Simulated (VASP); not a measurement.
Input of a VASP 6.6.1 run:

Contents of INCAR:

```
ALGO     = Fast           # electronic algorithm
DIPOL    = 0.5 0.5 0.287
EDIFF    = 1E-7           # SCF threshold, eV
EDIFFG   = -0.01          # ionic threshold
ENCUT    = 520            # plane-wave cutoff, eV
GGA      = PS             # functional
IBRION   = 2              # ionic algorithm
IDIPOL   = 3            
ISIF     = 2              # what is computed and relaxed
ISMEAR   = 0              # smearing method
LASPH    = T              # aspherical terms in the spheres
LCHARG   = F              # write CHGCAR
LDIPOL   = T            
LREAL    = F              # projectors in reciprocal space
LWAVE    = F              # write WAVECAR
NELM     = 80             # most SCF steps
NSW      = 40             # ionic steps
PREC     = Accurate       # precision mode
SIGMA    = 0.05           # smearing width, eV
```

The input KPOINTS:

```
k-points
0
Gamma
  8 9 1
```

The input POSCAR:

```
Sb
1.0
    3.2305600000      0.0000000000      0.0000000000
    0.0000000000      3.1098000000      0.0000000000
    0.0000000000      0.0000000000     31.3600000000
Sb
2
Selective dynamics
Direct
    0.0000000000      0.0000000000      0.2463800000  F F F
    0.5000000000      0.0000000000      0.3276000000  T T T
```

Potentials or basis: VASP PAW PBE potentials, release 64 (Sb).

Launch:

```sh
$ cat potpaw_PBE.64/Sb/POTCAR > POTCAR
$ mpirun -np 1 vasp_std > vasp.out
```

Q: Predict the band gap on the k mesh.

A: None (metal or under the smearing width).

Q: What does it give for the energy gained by relaxing?

A: 0.9 meV/atom.

Final structure:
```
CELL_PARAMETERS angstrom
3.23056 0.00000 0.00000
0.00000 3.10980 0.00000
0.00000 0.00000 31.36000
ATOMIC_POSITIONS crystal
Sb 0.00000 0.00000 0.24638
Sb 0.50000 0.00000 0.32681
```

 Spin-orbit coupling is left out, which matters for the levels of Sb.
